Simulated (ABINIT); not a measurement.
Runs of ABINIT 10.8.3 (patched build) on Ga. Symmetry: P2_1/m, No. 11, monoclinic system. The conventional cell has a = 2.778 Å, b = 3.282 Å, c = 4.210 Å, α = 90.00°, β = 108.61°, γ = 90.00°. Ga (site symmetry m) has 8 Ga at 2.71 to 2.84 Å as nearest neighbours. This isn't the form of Ga at room conditions, which is orthorhombic.

| level | gap on the mesh (eV) | pressure (GPa) | largest force (eV/Å) |
| --- | --- | --- | --- |
| revPBE | none | 4.5 | 0.09 |
| WC | none | -0.3 | 0.08 |
| PBEsol | none | -0.7 | 0.07 |
| PW91 | none | 3.2 | 0.09 |
| r2SCAN | none | -0.2 | 0.05 |
| RPBE | none | 5.0 | 0.09 |
| AM05 | none | -1.0 | 0.06 |
| BLYP | none | (a) | (b) |
| LDA | none | -2.8 | 0.06 |
| SCAN | none | -1.0 | 0.02 |

Alike in all rows: task single point; potentials or basis Ansatz PAW PBE default generated set, frozen core; no spin polarisation; cell as given; k mesh 10 × 8 × 7; cutoff (eV) 490; smearing fermi-dirac 0.05 eV.

Estimate the missing entries.

(a) 8.6; (b) 0.12.

Caveats: the PAW data sets were made with another functional, which shifts forces and pressure a little; the atomic spheres overlap.

A k mesh can miss the band edges, and the runs leave out spin-orbit coupling on Ga.

A gap of «none» marks a metal or a gap under the smearing width.

Runs at the PBE level aren't shown here.
